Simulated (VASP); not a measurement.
# AlN (Fm-3m) in VASP: further runs

The runs below take AlN through relaxation of cell and atoms, with PBE.

Everything below comes from runs of VASP 6.6.1. Logs are shortened: lines on timing, memory, paths and dates and some standing lists are left out, and cuts for length are marked.

### 1 The crystal as given

Symmetry: Fm-3m, No. 225, cubic system. The conventional cell has a = 4.069 Å, b = 4.069 Å, c = 4.069 Å, α = 90.00°, β = 90.00°, γ = 90.00°. Al (site symmetry m-3m) is surrounded by 6 N at 2.03 Å. N (site symmetry m-3m) has 6 Al at 2.03 Å as nearest neighbours.

Measurements of this composition are mostly on another form, of space group No. 186.

### 2 Relaxation of cell and atoms, PBE

File INCAR:

```
PREC = Accurate ; ENCUT = 600
EDIFF = 1E-6 ; ISMEAR = 0
SIGMA = 0.03 ; LREAL = False
LASPH = True ; NELM = 80
ALGO = Normal ; ISIF = 3
LWAVE = False ; LCHARG = False
GGA = PE ; IBRION = 2
NSW = 90 ; EDIFFG = -0.01
```

File KPOINTS:

```
Automatic mesh
0
Gamma
  12 12 12
```

File POSCAR:

```
AlN
1.0
    0.0000000000      2.0345180000      2.0345180000
    2.0345180000      0.0000000000      2.0345180000
    2.0345180000      2.0345180000      0.0000000000
Al N
1 1
Direct
    0.5000000000      0.5000000000      0.5000000000
    0.0000000000      0.0000000000      0.0000000000
```

Potentials or basis: VASP PAW PBE potentials, release 64 (Al, N).

The run is started by

```
cat potpaw_PBE.64/Al/POTCAR potpaw_PBE.64/N/POTCAR > POTCAR
mpirun -np 1 vasp_std > vasp.out
```

OUTCAR:

```text
PREC = Accurate
   ENCUT = 600
   EDIFF = 1E-6
   ISMEAR = 0
   LREAL = False
   LASPH = True
   NELM = 80
   ISIF = 3
   GGA = PE
   IBRION = 2
   NSW = 90
   EDIFFG = -0.01

 ion  position               nearest neighbor table
   1  0.500  0.500  0.500-   2 2.03   2 2.03   2 2.03   2 2.03   2 2.03   2 2.03
   2  0.000  0.000  0.000-   1 2.03   1 2.03   1 2.03   1 2.03   1 2.03   1 2.03

  LATTYP: Found a face centered cubic cell.
 ALAT       =     4.0690360000

  Lattice vectors:

 A1 = (   0.0000000000,   2.0345180000,   2.0345180000)
 A2 = (   2.0345180000,   0.0000000000,   2.0345180000)
 A3 = (   2.0345180000,   2.0345180000,   0.0000000000)

Analysis of symmetry for initial positions (statically):
=====================================================================
 Subroutine PRICEL returns:
 Original cell was already a primitive cell.

 Routine SETGRP: Setting up the symmetry group for a
 face centered cubic supercell.

 Subroutine GETGRP returns: Found 48 space group operations
 (whereof 48 operations were pure point group operations)
 out of a pool of 48 trial point group operations.

The static configuration has the point symmetry O_h .

Analysis of symmetry for dynamics (positions and initial velocities):
=====================================================================
 Subroutine PRICEL returns:
 Original cell was already a primitive cell.

 Routine SETGRP: Setting up the symmetry group for a
 face centered cubic supercell.

 Subroutine GETGRP returns: Found 48 space group operations
 (whereof 48 operations were pure point group operations)
 out of a pool of 48 trial point group operations.

The dynamic configuration has the point symmetry O_h .

 Subroutine INISYM returns: Found 48 space group operations
 (whereof 48 operations are pure point group operations),
 and found     1 'primitive' translations

----------------------------------------------------------------------------------------

                                     Primitive cell

  volume of cell :      16.8428

  direct lattice vectors                    reciprocal lattice vectors
     0.000000000  2.034518000  2.034518000    -0.245758455  0.245758455  0.245758455
     2.034518000  0.000000000  2.034518000     0.245758455 -0.245758455  0.245758455
     2.034518000  2.034518000  0.000000000     0.245758455  0.245758455 -0.245758455

  length of vectors
     2.877242948  2.877242948  2.877242948     0.425666130  0.425666130  0.425666130

  position of ions in fractional coordinates (direct lattice)
     0.500000000  0.500000000  0.500000000
     0.000000000  0.000000000  0.000000000

  ion indices of the primitive-cell ions
   primitive index   ion index
                 1           1
                 2           2

----------------------------------------------------------------------------------------

 KPOINTS: Automatic mesh

Automatic generation of k-mesh.
 Grid dimensions read from file:
 generate k-points for:   12   12   12

 Generating k-lattice:

  Cartesian coordinates                     Fractional coordinates (reciprocal lattice)
    -0.020479871  0.020479871  0.020479871     0.083333333  0.000000000  0.000000000
     0.020479871 -0.020479871  0.020479871     0.000000000  0.083333333  0.000000000
     0.020479871  0.020479871 -0.020479871     0.000000000  0.000000000  0.083333333

  Length of vectors
     0.035472178  0.035472178  0.035472178

  Shift w.r.t. Gamma in fractional coordinates (k-lattice)
     0.000000000  0.000000000  0.000000000

 Subroutine IBZKPT returns following result:
 ===========================================

 Found     72 irreducible k-points:

 Following reciprocal coordinates:
            Coordinates               Weight
  0.000000  0.000000  0.000000      1.000000
  0.083333  0.000000  0.000000      8.000000
  0.166667  0.000000  0.000000      8.000000
  0.250000  0.000000  0.000000      8.000000
  0.333333  0.000000  0.000000      8.000000
  0.416667  0.000000  0.000000      8.000000
[... 16 lines left out ...]
  0.500000  0.166667  0.000000     24.000000
 -0.416667  0.166667  0.000000     24.000000
 [... further k-points ...]
   k-points           NKPTS =     72   k-points in BZ     NKDIM =     72   number of bands    NBANDS=      8
   number of dos      NEDOS =    301   number of ions     NIONS =      2
   total plane-waves  NPLWV =  13824
   dimension x,y,z NGX =    24 NGY =   24 NGZ =   24
   dimension x,y,z NGXF=    48 NGYF=   48 NGZF=   48
   ions per type =               1   1
   NGX,Y,Z   is equivalent  to a cutoff of  13.87, 13.87, 13.87 a.u.
   NGXF,Y,Z  is equivalent  to a cutoff of  27.73, 27.73, 27.73 a.u.
 SYSTEM =  unknown system
   PREC   = accura    normal or accurate (medium, high low for compatibility)
   ISTART =      0    job   : 0-new  1-cont  2-samecut
   ICHARG =      2    charge: 1-file 2-atom 10-const
   ISPIN  =      1    spin polarized calculation?
   LNONCOLLINEAR =      F non collinear calculations
   LSORBIT =      F    spin-orbit coupling
   LASPH  =      T    aspherical Exc in radial PAW
   ENCUT  =  600.0 eV  44.10 Ry    6.64 a.u.   5.75  5.75  5.75*2*pi/ulx,y,z
   NELM   =     80;   NELMIN=  2; NELMDL= -5     # of ELM steps
   EDIFF  = 0.1E-05   stopping-criterion for ELM
   LREAL  =      F    real-space projection
   EDIFFG = -.1E-01   stopping-criterion for IOM
   NSW    =     90    number of steps for IOM
   IBRION =      2    ionic relax: 0-MD 1-quasi-New 2-CG
   NFREE  =      1    steps in history (QN), initial steepest desc. (CG)
   ISIF   =      3    stress and relaxation
   ISYM   =      2    0-nonsym 1-usesym 2-fastsym
   POTIM  = 0.5000    time-step for ionic-motion
   TEBEG  =    0.0;   TEEND  =   0.0 temperature during run
   PSTRESS=    0.0 pullay stress
   NELECT =       8.0000    total number of electrons
   NUPDOWN=      -1.0000    fix difference up-down
   EMIN   =  10.00;   EMAX   =-10.00  energy-range for DOS
   EFERMI =   0.00;   METHOD = LEGACY
   ISMEAR =     0;   SIGMA  =   0.03  broadening in eV -4-tet -1-fermi 0-gaus
   EFERMI_NEDOS =   21; number of points for ismear=-14 and -15
   IALGO  =     38    algorithm
   IMIX   =      4    mixing-type and parameters
     AMIX     =   0.40;   BMIX     =  1.00
     AMIX_MAG =   1.60;   BMIX_MAG =  1.00
  volume/ion in A,a.u.               =       8.42        56.83
  Fermi-wavevector in a.u.,A,eV,Ry     =   1.277321  2.413786 22.198561  1.631548
  Thomas-Fermi vector in A             =   2.409927
   LORBIT       =      0    0 simple, 1 ext, 2 COOP (PROOUT), +10 PAW based schemes
   GGA     = PE    functional components
   LHFCALC =     F    Hartree Fock is set to
   AEXX    =    0.0000 exact exchange contribution
   IVDW    =     0    specifies the selected vdW correction
   LEPSILON=     F    determine dielectric tensor
   LRPA    =     F    only Hartree local field effects (RPA)
 conjugate gradient relaxation of ions
 non-spin polarized calculation
 Gauss-broadening in eV      SIGMA  =   0.03
  energy-cutoff  :      600.00
  volume of cell :       16.84
 maximum number of plane-waves:       588
   NGX = 11   NGY = 11   NGZ = 11

 number of electron       7.9999999 magnetization

 Free energy of the ion-electron system (eV)
  ---------------------------------------------------
  ext. energy  EPLUGINS =         0.00000000
  ---------------------------------------------------
  free energy    TOTEN  =       -14.54768091 eV

  energy without entropy =      -14.54768091  energy(sigma->0) =      -14.54768091

 E-fermi :   9.8958     XC(G=0): -12.1965

 val. band max:        9.7178995636   @ k =   0.0000   0.0000   0.0000
 cond. band min:      14.1416343915   @ k =   0.5000   0.5000   0.0000
 fundamental gap:      4.4237348279
 Fermi energy:         9.8957658051

 k-point     1 :       0.0000    0.0000    0.0000
  band No.  band energies     occupation
      1      -7.6636      2.00000
      2       9.7179      2.00000
      3       9.7179      2.00000
      4       9.7179      2.00000
      5      15.1246      0.00000
      6      21.8233      0.00000
      7      21.8233      0.00000
      8      21.8233      0.00000

 k-point     2 :       0.0833    0.0000    0.0000
  band No.  band energies     occupation
      1      -7.5234      2.00000
      2       8.9832      2.00000
      3       9.6345      2.00000
      4       9.6345      2.00000
      5      15.6024      0.00000
      6      21.1207      0.00000
      7      22.0344      0.00000
      8      22.0344      0.00000

 k-point     3 :       0.1667    0.0000    0.0000
  band No.  band energies     occupation
      1      -7.1115      2.00000
      2       7.3375      2.00000
      3       9.4191      2.00000
      4       9.4191      2.00000
      5      16.3284      0.00000
      6      20.3791      0.00000
      7      22.3210      0.00000
      8      22.3210      0.00000

 k-point     4 :       0.2500    0.0000    0.0000
  band No.  band energies     occupation
      1      -6.4593      2.00000
      2       5.4199      2.00000
      3       9.1495      2.00000
      4       9.1495      2.00000
      5      16.4264      0.00000
      6      20.6894      0.00000
      7      21.9012      0.00000
      8      21.9012      0.00000

 k-point     5 :       0.3333    0.0000    0.0000
  band No.  band energies     occupation
      1      -5.6427      2.00000
      2       3.5786      2.00000
      3       8.9033      2.00000
      4       8.9033      2.00000
      5      16.1085      0.00000
      6      21.2137      0.00000
      7      21.2137      0.00000
      8      21.6349      0.00000
[... 177 lines left out ...]
 k-point    22 :       0.4167    0.1667    0.0000
  band No.  band energies     occupation
      1      -4.9777      2.00000
      2       3.3451      2.00000
      3       7.4684      2.00000
      4       8.1307      2.00000
      5      16.9173      0.00000
      6      19.2296      0.00000
      7      20.7450      0.00000
      8      22.5274      0.00000

 k-point    23 :       0.5000    0.1667    0.0000
  band No.  band energies     occupation
      1      -4.3303      2.00000
      2       2.2874      2.00000
      3       7.0169      2.00000
      4       8.1635      2.00000
      5      16.8861      0.00000
      6      19.0155      0.00000
      7      21.9145      0.00000
      8      21.9483      0.00000

 k-point    24 :      -0.4167    0.1667    0.0000
  band No.  band energies     occupation
      1      -4.2183      2.00000
      2       2.1280      2.00000
      3       6.7374      2.00000
      4       8.3425      2.00000
      5      17.0960      0.00000
      6      19.0230      0.00000
      7      21.6089      0.00000
      8      22.2574      0.00000

 [... further k-points ...]

------------------------ aborting loop because EDIFF is reached ----------------------------------------

  FORCE on cell =-STRESS in cart. coord.  units (eV):
  Direction    XX          YY          ZZ          XY          YZ          ZX
  --------------------------------------------------------------------------------------
  -------------------------------------------------------------------------------------
  Total       -0.0148733     -0.0148733     -0.0148733     -0.0000000     -0.0000000      0.0000000
  in kB       -1.4148224     -1.4148224     -1.4148224     -0.0000000     -0.0000000      0.0000000
  external PRESSURE =      -1.4148224 kB  Pullay stress =       0.0000000 kB

 VOLUME and BASIS-vectors are now :
 -----------------------------------------------------------------------------
  energy-cutoff  :      600.00
  volume of cell :       16.84
      direct lattice vectors                 reciprocal lattice vectors
     0.000000000  2.034518000  2.034518000    -0.245758455  0.245758455  0.245758455
     2.034518000  0.000000000  2.034518000     0.245758455 -0.245758455  0.245758455
     2.034518000  2.034518000  0.000000000     0.245758455  0.245758455 -0.245758455

 POSITION                                       TOTAL-FORCE (eV/Angst)
 -----------------------------------------------------------------------------------
      2.03452      2.03452      2.03452         0.000000     -0.000000      0.000000
      0.00000      0.00000      0.00000        -0.000000      0.000000     -0.000000
 -----------------------------------------------------------------------------------
    total drift:                                0.000000     -0.000000     -0.000000

  FREE ENERGIE OF THE ION-ELECTRON SYSTEM (eV)
  ---------------------------------------------------
  free  energy   TOTEN  =       -14.5476809131 eV

  energy  without entropy=      -14.5476809131  energy(sigma->0) =      -14.54768091

 reached required accuracy - stopping structural energy minimisation
```

Run time: 6.3 s. Hardware: 1 thread of Intel Xeon Platinum 8488C (Sapphire Rapids), shared host; peak memory 0.13 GiB.

What came out:

* Free energy: -14.5477 eV
* Pressure after relaxing: -0.1 GPa
* Band gap on the k mesh: 4.42 eV, indirect (least direct gap 5.41 eV)

Final structure:
```
Al N
1.0
     0.00000    2.03452    2.03452
     2.03452    0.00000    2.03452
     2.03452    2.03452    0.00000
Al N
1 1
Direct
  0.50000 0.50000 0.50000
  0.00000 0.00000 0.00000
```

Levels at points of the mesh, in eV from the valence-band top:
```csv
k point,band 1,band 2,band 3,band 4,band 5,band 6,band 7,band 8
"(0.00, 0.00, 0.00)",-17.38,0.00,0.00,0.00,5.41,12.11,12.11,12.11
"(0.50, 0.00, 0.00)",-14.20,-8.18,-1.04,-1.04,6.02,10.85,10.85,13.01
"(0.50, 0.50, 0.00)",-13.24,-7.25,-2.75,-2.75,4.42,5.33,13.82,16.95
```

Caveat: the relaxation stopped at its first step, so nothing moved. A k mesh can miss the band edges.

[end of part 1 of 2]
